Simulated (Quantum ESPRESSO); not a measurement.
## BN in Quantum ESPRESSO: the effect of functional

The system is BN.

```
N B
1.0
     0.00000    1.81300    1.81300
     1.81300    0.00000    1.81300
     1.81300    1.81300    0.00000
N B
1 1
Cartesian
  0.9065 0.9065 0.9065
  0.0000 0.0000 0.0000
```

The cell is a database's computed one.

Alike in all runs:

| Quantity | Value |
| --- | --- |
| Program | Quantum ESPRESSO 7.5 |
| Task | band structure |
| Potentials or basis | SG15 PBE 1.2 |
| Cutoff | 1197 eV |
| Density cutoff | 4789 eV |
| k mesh | 10 × 10 × 10 |
| Occupations | fermi-dirac, width 0.05 eV |
| Spin | no spin polarisation |

```csv
functional,gap on the mesh (eV),pressure (GPa)
r2SCAN,?,?
SCAN,4.93,-6.2
revTPSS,4.44,-2.0
TPSS,4.58,-0.9
```

Task: What does the run with functional r2SCAN give?

Result: gap on the mesh 4.97 eV; pressure -5.5 GPa.

Caveats: the potentials were made for another functional, which shifts forces and pressure.

